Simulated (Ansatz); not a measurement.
A calculation with Ansatz 0.2.0 of P (ASE script, structure from a P1 CIF):

File run.py:

```python
import json

import ase.io
import numpy as np

import ansatz as az

atoms = ase.io.read("P.cif")
atoms.info.pop("occupancy", None)

calculation = (
    az.Crystal.from_ase(atoms)
    .calculation()
    .kpoints(8, 8, 8)
    .functional("lda")
    .pseudopotentials(kind="paw", source="ansatz")
    .occupations(method="methfessel_paxton", width=0.05)
    .elastic(mode="clamped_ion", stencil="two_point")
    .forces()
    .stress()
)
outcome = calculation.run(threads=2, events_out="events.jsonl")

report = outcome.report
for line in open("events.jsonl"):
    event = json.loads(line)
    if event["event"] == "scf_iter":
        d = event["data"]
        print(f"SCF {d['iter']:3d}  HF = {d['harris_foulkes_ev']:.6f} eV  dr2 = {d['dr2_ev']:.2e} eV")
    elif event["event"] in ("relax_step", "md_step"):
        d = event["data"]
        print(f"{event['event']} {d['step']:3d}  E = {d['lagrangian_ev']:.6f} eV")
np.set_printoptions(precision=5, suppress=True, linewidth=110)
print("converged:", report["converged"], "after", report["n_iterations"], "iterations")
print(f"free energy {report['free_energy_ev']:.6f} eV, Fermi level {report['fermi_energy_ev']:.4f} eV")
for key in ("band_edges_ev", "magnetization_mub", "site_moments_mub", "site_moments_nc_mub", "forces_ev_ang",
                "stress_gpa", "kpoints_frac", "eigenvalues_ev"):
    if report.get(key) is not None:
        print(key, np.array(report[key]), sep="\n")
```

File P.cif:

```cif
data_P
_cell_length_a 3.71022014
_cell_length_b 3.71022014
_cell_length_c 3.71022014
_cell_angle_alpha 55.43693948
_cell_angle_beta 55.43693948
_cell_angle_gamma 55.43693948
_space_group_name_H-M_alt 'P1'
_space_group_name_Hall 'P 1'
_space_group_IT_number 1
loop_
_space_group_symop_operation_xyz
'x,y,z'
loop_
_atom_site_label
_atom_site_type_symbol
_atom_site_symmetry_multiplicity
_atom_site_Wyckoff_symbol
_atom_site_fract_x
_atom_site_fract_y
_atom_site_fract_z
_atom_site_occupancy
P1 P 1 a 0.7729197500 0.7729197500 0.7729197500 1
P2 P 1 a 0.2270802500 0.2270802500 0.2270802500 1
```

Potentials or basis: Ansatz PAW earlier set.

Command:

```console
$ python run.py
```

This isn't the form of P at room conditions, which is orthorhombic.

Q: Write the same calculation in another form: native input, structure typed inline.

A: As run:

File input.yaml:

```yaml
crystal:
  lattice:
    - [3.71022014, 0.0, 0.0]
    - [2.1048558892, 3.0553748007, 0.0]
    - [2.1048558892, 1.1059397351, 2.8481945993]
  atoms:
    - { symbol: P, position: [0.77291975, 0.77291975, 0.77291975] }
    - { symbol: P, position: [0.22708025, 0.22708025, 0.22708025] }
hamiltonian:
  xc: lda
  pseudopotentials: { kind: paw, source: ansatz }
kpoints:
  mp_grid: { grid: [8, 8, 8] }
scf:
  occupations: { method: methfessel_paxton, width: 0.05 }
output:
  forces: true
  stress: true
elastic:
  mode: clamped_ion
  stencil: two_point
```

Potentials or basis: Ansatz PAW earlier set.

Run with:

```bash
$ ansatz run input.yaml --threads 2 --pin off --max-ram 5120MiB --backend cpu --events-out ev --progress --plain --runs-dir out
```

Both were run:

|  | ASE script, structure from a P1 CIF | native input, structure typed inline |
| --- | --- | --- |
| Pressure | -2.7 GPa | -2.7 GPa |
| Largest force | 0.088 eV/Å | 0.088 eV/Å |
| Band gap on the k mesh | none (metal or under the smearing width) | none (metal or under the smearing width) |
| Voigt bulk modulus | 75 GPa | 75 GPa |

Keys that steer only the numerical path or the files written may differ.

Caveat: elastic constants of metals need much finer meshes, so these are rough; the PAW data sets come from PBE, with cores solved anew for the run's functional, which leaves a small shift of forces and pressure.
